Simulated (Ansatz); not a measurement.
**AlPt under changes of volume**

One of the cells (14.774 Å³/atom); the others are scaled copies at fixed shape and fractional positions:

```
CELL_PARAMETERS angstrom
3.09155 0.00000 0.00000
0.00000 3.09155 0.00000
0.00000 0.00000 3.09155
ATOMIC_POSITIONS crystal
Pt 0.50000 0.50000 0.50000
Al 0.00000 0.00000 0.00000
```

Measurements of this composition are mostly on another form, of space group No. 198.

| Item | Value |
| --- | --- |
| Program | Ansatz 0.2.0 |
| Functional | HSE06 |
| Potentials or basis | Ansatz PAW |
| Cutoff | 420 eV (not typed: the program's choice for these potentials) |
| k mesh | 6 × 6 × 6 |
| Occupations | fermi-dirac, width 0.05 eV |
| Spin | no spin polarisation |

```csv
volume (Å³/atom),energy over the lowest point (meV/atom),pressure (GPa)
13.888,12.61,8.1
14.183,2.15,3.3
14.478,0.00,-0.9
14.774,5.20,-4.7
15.069,16.92,-8.1
15.365,34.46,-11.0
15.660,?,?
```

Task: What does the run at 15.660 Å³/atom give?

Result: Energy over the lowest point 57.20 meV/atom; pressure -13.7 GPa.

Worked out: A Birch-Murnaghan fit of order 3 (a polynomial in V^(-2/3)) to the other rows has its minimum at 14.41 Å³/atom with B0 = V·E''(V) = 200 GPa and B' = 4.9. It gives 57.05 meV/atom at 15.660 Å³/atom, against the run's 57.20, and -dE/dV = -13.5 GPa, against -13.7.

Energies are extrapolated to zero smearing.

Caveats: the PAW data sets come from PBE, with cores solved anew for the run's functional, which leaves a small shift of forces and pressure; the thresholds are loose for stress.
